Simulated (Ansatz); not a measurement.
# Step by step: Se, 20 steps of 2.0 fs from 300 K

Theory: DFT, PBE, all-electron LAPW, scalar-relativistic in Ansatz 0.2.0.

Command: `ansatz run input.yaml --threads 2 --pin off --max-ram 6144MiB --backend cpu --events-out ev --progress --plain --runs-dir out` The run took 11 min on 2 threads of Arm Neoverse V1, on a shared host, peak memory 0.55 GiB.

```yaml
crystal:
  lattice:
    - [4.35517, 0.0, 0.0]
    - [-2.177585, 3.7716878578, 0.0]
    - [0.0, 0.0, 4.94945]
  atoms:
    - { symbol: Se, position: [0.217, 0.0, 0.1666666667] }
    - { symbol: Se, position: [0.0, 0.217, 0.8333333333] }
    - { symbol: Se, position: [0.783, 0.783, 0.5] }
kpoints:
  mp_grid: { grid: [5, 5, 4] }
scf:
  occupations: { method: fermi_dirac, width: 0.08 }
hamiltonian:
  xc: pbe
  pseudopotentials: { kind: all_electron, lapw: { basis_error: 0.001 } }
output:
  forces: true
  stress: true
md:
  timestep: 2.0
  n_steps: 20
  ensemble: nve
  temperature: 300
  initial_velocities: maxwell_boltzmann
  seed: 996272
```

The cell comes from COD entry 9008579, which wasn't checked; take it as a given geometry.

Each frame lists Cartesian positions (Å) and forces (eV/Å). Free energies count from the first step, -198376.8706 eV.

Step 0 (t = 0.0 fs): E = 0.0 meV, T = 300 K, conserved energy 0.0 meV

```
Se    0.9451    0.0000    0.8249     1.140   0.000   0.000
Se   -0.4725    0.8185    4.1245    -0.570   0.987   0.000
Se    1.7050    2.9532    2.4747    -0.570  -0.987   0.000
```

Step 1 (t = 2.0 fs): E = +5.2 meV, T = 280 K, conserved energy 0.0 meV

```
Se    0.9464    0.0015    0.8214     1.139  -0.037   0.085
Se   -0.4700    0.8142    4.1250    -0.604   1.057   0.002
Se    1.7012    2.9560    2.4778    -0.535  -1.020  -0.087
```

Step 2 (t = 4.0 fs): E = +9.7 meV, T = 263 K, conserved energy 0.0 meV

```
Se    0.9483    0.0030    0.8179     1.129  -0.073   0.167
Se   -0.4678    0.8105    4.1255    -0.633   1.117   0.004
Se    1.6970    2.9583    2.4808    -0.496  -1.044  -0.171
```

Step 3 (t = 6.0 fs): E = +13.0 meV, T = 250 K, conserved energy 0.0 meV

```
Se    0.9508    0.0044    0.8145     1.109  -0.107   0.246
Se   -0.4659    0.8073    4.1260    -0.656   1.167   0.007
Se    1.6927    2.9600    2.4837    -0.453  -1.060  -0.253
```

Step 4 (t = 8.0 fs): E = +15.2 meV, T = 242 K, conserved energy 0.0 meV

```
Se    0.9538    0.0058    0.8112     1.080  -0.139   0.320
Se   -0.4643    0.8046    4.1265    -0.672   1.205   0.009
Se    1.6881    2.9613    2.4865    -0.408  -1.066  -0.329
```

Step 5 (t = 10.0 fs): E = +16.0 meV, T = 238 K, conserved energy +0.1 meV

```
Se    0.9573    0.0071    0.8080     1.042  -0.168   0.387
Se   -0.4630    0.8026    4.1270    -0.682   1.231   0.012
Se    1.6833    2.9620    2.4892    -0.360  -1.063  -0.399
```

Step 6 (t = 12.0 fs): E = +15.3 meV, T = 241 K, conserved energy +0.1 meV

```
Se    0.9614    0.0084    0.8051     0.995  -0.193   0.447
Se   -0.4621    0.8011    4.1275    -0.684   1.244   0.014
Se    1.6783    2.9622    2.4916    -0.310  -1.051  -0.461
```

Step 7 (t = 14.0 fs): E = +13.2 meV, T = 249 K, conserved energy +0.1 meV

```
Se    0.9659    0.0095    0.8023     0.938  -0.216   0.498
Se   -0.4615    0.8003    4.1280    -0.680   1.244   0.016
Se    1.6732    2.9619    2.4939    -0.259  -1.029  -0.514
```

Step 8 (t = 16.0 fs): E = +9.7 meV, T = 263 K, conserved energy 0.0 meV

```
Se    0.9709    0.0105    0.7998     0.874  -0.234   0.541
Se   -0.4612    0.8001    4.1285    -0.668   1.232   0.017
Se    1.6679    2.9611    2.4958    -0.206  -0.997  -0.558
```

Step 9 (t = 18.0 fs): E = +4.8 meV, T = 281 K, conserved energy 0.0 meV

```
Se    0.9763    0.0115    0.7976     0.802  -0.249   0.575
Se   -0.4613    0.8005    4.1290    -0.650   1.206   0.017
Se    1.6626    2.9598    2.4975    -0.152  -0.957  -0.591
```

Step 10 (t = 20.0 fs): E = -1.1 meV, T = 304 K, conserved energy 0.0 meV

```
Se    0.9821    0.0123    0.7957     0.724  -0.260   0.599
Se   -0.4616    0.8014    4.1296    -0.626   1.169   0.016
Se    1.6572    2.9580    2.4989    -0.098  -0.909  -0.615
```

Step 11 (t = 22.0 fs): E = -8.0 meV, T = 331 K, conserved energy 0.0 meV

```
Se    0.9882    0.0129    0.7940     0.639  -0.267   0.615
Se   -0.4623    0.8030    4.1301    -0.596   1.120   0.014
Se    1.6517    2.9558    2.5001    -0.044  -0.853  -0.629
```

Step 12 (t = 24.0 fs): E = -15.4 meV, T = 360 K, conserved energy 0.0 meV

```
Se    0.9947    0.0135    0.7927     0.550  -0.271   0.622
Se   -0.4633    0.8051    4.1306    -0.561   1.061   0.012
Se    1.6462    2.9531    2.5009     0.010  -0.790  -0.634
```

Step 13 (t = 26.0 fs): E = -23.2 meV, T = 389 K, conserved energy 0.0 meV

```
Se    1.0014    0.0139    0.7916     0.457  -0.271   0.622
Se   -0.4645    0.8077    4.1312    -0.521   0.993   0.008
Se    1.6407    2.9501    2.5014     0.064  -0.722  -0.630
```

Step 14 (t = 28.0 fs): E = -30.9 meV, T = 419 K, conserved energy -0.1 meV

```
Se    1.0084    0.0142    0.7909     0.362  -0.268   0.614
Se   -0.4661    0.8108    4.1318    -0.479   0.918   0.004
Se    1.6352    2.9467    2.5015     0.117  -0.649  -0.618
```

Step 15 (t = 30.0 fs): E = -38.3 meV, T = 448 K, conserved energy -0.1 meV

```
Se    1.0155    0.0143    0.7904     0.265  -0.263   0.600
Se   -0.4678    0.8143    4.1323    -0.433   0.836  -0.002
Se    1.6298    2.9431    2.5014     0.168  -0.573  -0.599
```

Step 16 (t = 32.0 fs): E = -45.0 meV, T = 474 K, conserved energy -0.1 meV

```
Se    1.0228    0.0143    0.7903     0.168  -0.255   0.581
Se   -0.4697    0.8183    4.1329    -0.386   0.750  -0.008
Se    1.6245    2.9391    2.5010     0.218  -0.495  -0.573
```

Step 17 (t = 34.0 fs): E = -50.8 meV, T = 496 K, conserved energy -0.1 meV

```
Se    1.0301    0.0142    0.7904     0.072  -0.245   0.558
Se   -0.4719    0.8226    4.1334    -0.338   0.660  -0.014
Se    1.6193    2.9349    2.5003     0.266  -0.415  -0.543
```

Step 18 (t = 36.0 fs): E = -55.5 meV, T = 514 K, conserved energy -0.1 meV

```
Se    1.0375    0.0140    0.7908    -0.022  -0.233   0.530
Se   -0.4742    0.8272    4.1340    -0.289   0.568  -0.022
Se    1.6142    2.9305    2.4994     0.311  -0.336  -0.509
```

Step 19 (t = 38.0 fs): E = -59.0 meV, T = 528 K, conserved energy -0.1 meV

```
Se    1.0449    0.0137    0.7915    -0.114  -0.219   0.500
Se   -0.4766    0.8321    4.1345    -0.241   0.476  -0.029
Se    1.6093    2.9259    2.4982     0.354  -0.257  -0.471
```

Step 20 (t = 40.0 fs): E = -61.0 meV, T = 535 K, conserved energy -0.1 meV

```
Se    1.0522    0.0132    0.7924    -0.202  -0.205   0.468
Se   -0.4792    0.8373    4.1350    -0.193   0.385  -0.037
Se    1.6045    2.9212    2.4967     0.395  -0.179  -0.431
```

What is the mean temperature over the last 11 frames?

436 K; so short a run of so small a cell isn't equilibrated.
